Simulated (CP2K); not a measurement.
Crystal: Mg3Sb2.

```
CELL_PARAMETERS angstrom
4.58200 0.00000 0.00000
-2.29100 3.96813 0.00000
0.00000 0.00000 7.24400
ATOMIC_POSITIONS crystal
Sb 0.66667 0.33333 0.76500
Sb 0.33333 0.66667 0.23500
Mg 0.00000 0.00000 0.00000
Mg 0.66667 0.33333 0.37000
Mg 0.33333 0.66667 0.63000
```

Base run:

```yaml
Program: CP2K 2026.2
Functional: PBEsol
Potentials_or_basis: POTENTIAL_UZH Sb GTH-PBE-q5, Mg GTH-PBE-q10; TZVP-MOLOPT-PBE-GTH basis
Density_cutoff: 19048 eV
k_mesh: 7 × 7 × 4
Occupations: fermi-dirac, width 0.01 eV
Spin: no spin polarisation
```

Its results: band gap on the k mesh 0.24 eV, indirect (least direct gap 1.01 eV); pressure 1.4 GPa; largest force 0.633 eV/Å.

Problem. The run is repeated on the same cell with these changes: functional from PBEsol to PBE. What comes out?

Solution. Band gap on the k mesh 0.29 eV, indirect (least direct gap 1.08 eV); pressure 2.1 GPa; largest force 0.595 eV/Å.

PBE binds less tightly than PBEsol, so the same cell stands under more pressure.

Caveats: spin-orbit coupling is left out, which moves the levels of the heavy elements; the basis of atomic orbitals isn't converged, which shifts pressures, moduli and gaps; the potentials were made for another functional, which shifts forces and pressure (some runs).
